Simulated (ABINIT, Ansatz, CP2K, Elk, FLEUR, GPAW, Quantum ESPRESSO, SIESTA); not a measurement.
**BaF2 (Fm-3m, 3 atoms in the cell) computed with different codes at matched settings**

Self-consistent single point, at a second geometry (lattice scaled by 0.98). First geometry:

```
BaF2
1.0
    0.00000     3.15645     3.15645
    3.15645     0.00000     3.15645
    3.15645     3.15645     0.00000
Ba F
1 2
Direct
  0.00000   0.00000   0.00000
  0.25000   0.25000   0.25000
  0.75000   0.75000   0.75000
```

Shared settings, as Ansatz (a quantum-chemistry and plane-wave program) writes them: kpoints.mp_grid.grid = 5 5 5; scf.occupations.method = fixed. Potentials and cutoffs stand in the table.

```
code                                                                                                                                model  ΔF from the first geometry (meV/atom)  pressure (GPa)  gap on the mesh (eV)           cutoff
----------------  -----------------------------------------------------------------------------------------------------------------------  -------------------------------------  --------------  --------------------  ---------------
Elk                                        PBE, all-electron FP-LAPW, Elk's shipped species files, APW+lo basis with extra local orbitals                                    0.5               –                 6.880         rgkmax 8
SIESTA            GGA PBE, numerical atomic orbitals DZP, PseudoDojo PBE standard norm-conserving potentials (rewritten from UPF to PSML)                                   10.6            3.45                 6.057      grid 300 Ry
FLEUR                                                                        PBE, all-electron FLAPW (FLEUR), scalar-relativistic valence                                    2.0               –                 6.957  Kmax 4.6 1/bohr
Quantum ESPRESSO                                                          PBE, PseudoDojo standard norm-conserving (PBE) pseudopotentials                                   -1.6            1.49                 6.883            85 Ry
ABINIT                                                           PBE, norm-conserving pseudopotentials (PseudoDojo nc-sr-05 PBE standard)                                   -1.6            1.48                 6.883            42 Ha
GPAW                                                                                         PBE, GPAW PAW datasets PBE (gpaw-data 1.0.1)                                    5.4               –                 6.814           900 eV
Ansatz                                                                                                             PBE, default PAW files                                   -0.4            1.28                 6.864          default
CP2K                                                              PBE, GPW, DZVP-MOLOPT-SR-GTH basis, GTH-PBE potentials (GTH_POTENTIALS)                                   12.4            3.56                 6.985      grid 550 Ry
```

A dash marks a value that a program does not give, or that is left out as unsure.

Gaps are read on the mesh.

The spread over the programs that give each value: ΔF from the first geometry within 14.0 meV/atom; pressure within 2.28 GPa; gap on the mesh within 0.928 eV.

SIESTA and CP2K use small atom-centred bases, whose incompleteness enters pressures, forces and empty levels differently from a plane-wave cutoff. Elk and FLEUR treat all electrons, but the usual bases taken here (sphere radii, linearisation, local orbitals, empty states) were not tested for convergence, so the values are no reference for the others. Ansatz's pressure is given at a fixed set of plane waves, as the other plane-wave codes print theirs; with its correction for the finite basis it is 1.67 GPa (the shift of 0.39 GPa shows how far the cutoff is from converged). The pressure of GPAW is left out: its cutoff lies under the one at which its stress was checked. In the pressure, SIESTA (by 1.96) and CP2K (by 2.08) lie more than 1 GPa from the median of the plane-wave programs. In the gap, SIESTA (by 0.816) lies more than 0.12 eV from the median of the plane-wave programs.

The starting cell comes from a database of computed structures (which also holds hypothetical and non-ambient phases and stackings), without a prior relaxation at this level. Its lattice was rescaled by a random factor within 2.5 % of one. For this run, on top of that: lattice scaled by 0.98.

Keys are those of Ansatz 0.2.
